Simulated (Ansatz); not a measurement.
# ZnS (F-43m) in Ansatz: single point with PBE

Aim: the single point of ZnS with PBE.

Program: Ansatz 0.2.0. These are calculated values, not measurements. Logs are shortened: lines on timing, memory, paths and dates and some standing lists are left out, and cuts for length are marked.

**The experiment to reproduce.**

“Electronic, vibrational, and thermodynamic properties of ZnS (zincblende and rocksalt structure)”, 2009, arxiv:0911.5022 quotes, for a bulk crystal of ZnS at 19 K: band gap 3.85 eV (direct).

How close the calculation comes is told below.

## (1) The crystal as given

The structure is cubic, space group F-43m (No. 216). The conventional cell has a = 5.404 Å, b = 5.404 Å, c = 5.404 Å, α = 90.00°, β = 90.00°, γ = 90.00°. Zn (site symmetry -43m) has 4 S at 2.34 Å as nearest neighbours. S (site symmetry -43m) is surrounded by 4 Zn at 2.34 Å.

## (2) Single point, PBE

input.yaml

```yaml
crystal:
  lattice:
    - [0.0, 2.702, 2.702]
    - [2.702, 0.0, 2.702]
    - [2.702, 2.702, 0.0]
  atoms:
    - { symbol: Zn, position: [0.75, 0.75, 0.75] }
    - { symbol: S, position: [0.0, 0.0, 0.0] }
kpoints:
  mp_grid: { grid: [9, 9, 9] }
scf:
  occupations: { method: gaussian, width: 0.016 }
hamiltonian:
  xc: pbe
  pseudopotentials: { kind: all_electron, lapw: { basis_error: 0.001 } }
output:
  forces: true
  stress: true
  eigenvalues: true
```

Potentials or basis: all-electron LAPW, scalar-relativistic.

On the command line:

```bash
$ ansatz run input.yaml --threads 1 --pin off --max-ram 3072MiB --backend cpu --events-out ev --progress --plain --runs-dir out
```

The program printed:

```text
Warning: RAYON_NUM_THREADS=1 ignored (pool sized by the plan → 1); use --threads N
LAPW: plane waves up to 8.579 Å⁻¹, error target 1.0e-3 eV per atom; small_component_spin mean_spin; S in spheres of 1.038 Å, 14 of its electrons in bands, Dirac shells []; Zn in spheres of 1.302 Å, 20 of its electrons in bands, Dirac shells [] (how accurate: hamiltonian.pseudopotentials.lapw.basis_error, Limitations)
Engine: ansatz 0.2.0, aarch64-unknown-linux-gnu
Pseudopotentials: kind: all_electron
Pseudopotential: Zn, LAPW, valence charge 20, lapw/all_electron/scalar/gaussian/Zn, Koelling and Harmon's equation, gaussian nucleus
Pseudopotential: S, LAPW, valence charge 14, lapw/all_electron/scalar/gaussian/S, Koelling and Harmon's equation, gaussian nucleus
Functional definition: PBE
  parameter kappa = 0.804
  parameter beta = 0.06672455060314922
  exchange = pbe_x(kappa = kappa, mu = beta*pi^2/3)
  correlation = pbe_c(beta = beta)
Crystal: 2 atoms, lattice volume = 39.454 Å³
Basis set: ecut = 280.44215469609446 eV, 411 PW (Γ), exchange–correlation at level 2
Bands: 21, of which v1, the nominal top of the filled ones, is band 17 counted from 1 (16 counted from 0)
Symmetry: 24 space group operations
Space group: F-43m (ITA 216), of the structure as read, at distance tolerance 3.4e-5 Å
k-points: 35 of 729 (time reversal used)
Non-local potential: Zn, projectors of the file, none
Non-local potential: S, projectors of the file, none
Initial density: superposition of atomic densities (chi_scale 0.1, normalization cell, long waves kept (reshape's long-wave potential 0.00 eV rms))
Initial wavefunctions: plane waves of lowest kinetic energy (no species holds an atomic orbital)
Functional: x = pbe(κ = 0.804, μ = 0.2195149727645171), c = pbe(β = 0.06672455060314922)
iter 1 solved again at ethr=3.08e-3 eV; its pass at ethr=1.00e-1 eV (dr2=1.05e0 eV) is discarded
SCF iter   1: F=—  HF=-59737.761444 eV  |F-HF|=—  |Δ(HF+E_count)|=         —  Δρ=4.03e-2  dr2=1.05e0  ethr=3.08e-3  ⟨swp⟩=2.0  Hψ=5005  notcnv=0
preconditioner: auto → none  [insulator: Δε(μ)=2.380 eV  Ē_g=11.613 eV  σ=0.016 eV  W_gap=1.00  n_scr=14 (ndim 8)  ℏωp=25.1 eV  f_vac=0.113  D(μ)=0.00/eV (n_scr^D=0)  ε∞_Penn≈5.7]
iter 2 solved again at ethr=1.48e-4 eV; its pass at ethr=3.08e-3 eV (dr2=5.02e-2 eV) is discarded
SCF iter   2: F=—  HF=-59737.430585 eV  |F-HF|=—  |Δ(HF+E_count)|=   3.31e-1  Δρ=1.32e-2  dr2=5.02e-2  ethr=1.48e-4  ⟨swp⟩=2.0  Hψ=3947  notcnv=0
SCF iter   3: F=—  HF=-59737.339439 eV  |F-HF|=—  |Δ(HF+E_count)|=   9.11e-2  Δρ=7.58e-3  dr2=1.55e-2  ethr=1.48e-4  ⟨swp⟩=3.0  Hψ=2397  notcnv=0
SCF iter   4: F=—  HF=-59737.331890 eV  |F-HF|=—  |Δ(HF+E_count)|=         —  Δρ=3.73e-3  dr2=3.78e-3  ethr=4.57e-5  ⟨swp⟩=2.0  Hψ=2160  notcnv=0
the basis was enlarged: its passes take 145.8 KiB over the memory plan, 1 of 1 planned eigensolver slots
SCF iter   5: F=—  HF=-59737.332204 eV  |F-HF|=—  |Δ(HF+E_count)|=   3.14e-4  Δρ=6.76e-4  dr2=1.20e-4  ethr=1.11e-5  ⟨swp⟩=2.0  Hψ=2159  notcnv=0
SCF iter   6: F=—  HF=-59737.332267 eV  |F-HF|=—  |Δ(HF+E_count)|=   6.26e-5  Δρ=7.65e-5  dr2=1.59e-6  ethr=3.52e-7  ⟨swp⟩=2.7  Hψ=2051  notcnv=0
SCF iter   7: F=-59737.332270 eV  HF=-59737.332270 eV  |F-HF|=6.83e-9  |Δ(HF+E_count)|=   3.07e-6  Δρ=4.51e-6  dr2=7.74e-9  ethr=4.67e-9  ⟨swp⟩=3.0  Hψ=2196  notcnv=0
SCF 1 converged in 7 iterations: F = -59737.332270 eV  dr2 = 7.74e-9
SCF converged after 7 iterations
Free energy (F): -59737.332270 eV
Harris-Foulkes:  -59737.332270 eV  (|F-HF|=6.83e-9)
Internal energy: -59737.332270 eV  (E = F + TS)
E sigma→0 (E₀):  -59737.332270 eV
Fermi energy:    8.366692 eV
--- Per-component energies (eV) ---
  E_band       = -1880.246063
  E_kinetic    = 60684.782288
  E_xc         = -2648.997923
  E_electrostatic = -117773.116635  (all electrons and nuclei)
  E_smearing   = -0.000000  (= −TS)
  E_closure    = 0.000000  (closes the sum)
  E_atoms      = -59730.497347  (free atoms, spherical and without spin; not in F)
  Σ components = -59737.332270   (vs F -59737.332270, Δ=0.00e0)
  Basis errors (estimates in eV, not in F): energy 4.6e-4 per atom: plane waves 4.1e-4 (2.4e-4 summed), levels above the bands 0.0e0, relativity 2.4e-8, radial functions 4.6e-5, core shells 1.5e-10; eigenvalues (radial functions only) 1.2e-6; not estimated: angular momenta, meshes, grids; target (lapw.basis_error) 1.0e-3; muffin-tin radii S 1.038 Å, Zn 1.302 Å
--- Forces (eV/Å), atoms counted from 1 ---
  atom   1  Zn    -0.00000000     0.00000000    -0.00000000
  atom   2  S      0.00000000    -0.00000000     0.00000000
  max |Σ_I F_I| component: 2.31e-17 eV/Å
--- Stress (GPa, compression-positive) ---
        1.611397      -0.000000      -0.000000
       -0.000000       1.611397       0.000000
       -0.000000       0.000000       1.611397
  P = ⅓ Tr σ = 1.6114 GPa (16.114 kbar)
--- Band table (eV; the first three rows and the last of 35) ---
  k-point 0: bands = ["-197.3488", "-142.1211", "-142.1211", "-142.1211", "-117.5446", "-71.7138", "-71.7138", "-71.7138", "-5.8293", "0.9762", "0.9762", "0.9762", "1.4754", "1.4754", "7.3103", "7.3103", "7.3103", "9.4229", "13.6831", "13.6831", "13.6831"]
  k-point 1: bands = ["-197.3488", "-142.1211", "-142.1211", "-142.1211", "-117.5446", "-71.7138", "-71.7138", "-71.7138", "-5.7364", "0.9765", "0.9931", "0.9931", "1.4739", "1.4739", "6.3799", "7.1920", "7.1920", "10.1281", "13.5907", "13.8883", "13.8883"]
  k-point 2: bands = ["-197.3488", "-142.1211", "-142.1211", "-142.1211", "-117.5446", "-71.7138", "-71.7138", "-71.7138", "-5.4857", "1.0050", "1.0327", "1.0327", "1.4751", "1.4751", "4.8589", "6.9175", "6.9175", "10.7467", "13.9866", "14.2498", "14.2498"]
  k-point 34: bands = ["-197.3488", "-142.1211", "-142.1211", "-142.1211", "-117.5446", "-71.7139", "-71.7139", "-71.7138", "-4.6086", "1.1059", "1.2383", "1.4002", "1.4625", "1.8253", "2.7612", "4.4195", "4.9424", "12.8815", "13.2159", "14.7942", "16.3074"]
```

Run time: 13 s. Hardware: 1 thread of Arm Neoverse V1, shared host; peak memory 0.27 GiB.

What came out:

```yaml
Free_energy: -59737.3323 eV
Pressure: 1.6 GPa
Band_gap_on_the_k_mesh: 2.11 eV, direct
```

Levels at points of the mesh, in eV from the valence-band top:
```tsv
k point	band 14	band 15	band 16	band 17	band 18	band 19	band 20	band 21
(0.00, 0.00, 0.00)	-5.83	0.00	0.00	0.00	2.11	6.37	6.37	6.37
```

## (3) Comparison with measurements

Step 2. Against the measured gap of ZnS, 3.85 eV (direct; 19 K; quoted in “Electronic, vibrational, and thermodynamic properties of ZnS (zincblende and rocksalt structure)”, 2009, arxiv:0911.5022), the calculated 2.11 eV is off by -1.74 eV. The value is that of PBE, without temperature or zero-point motion. Semilocal functionals fall short of measured gaps as a rule.
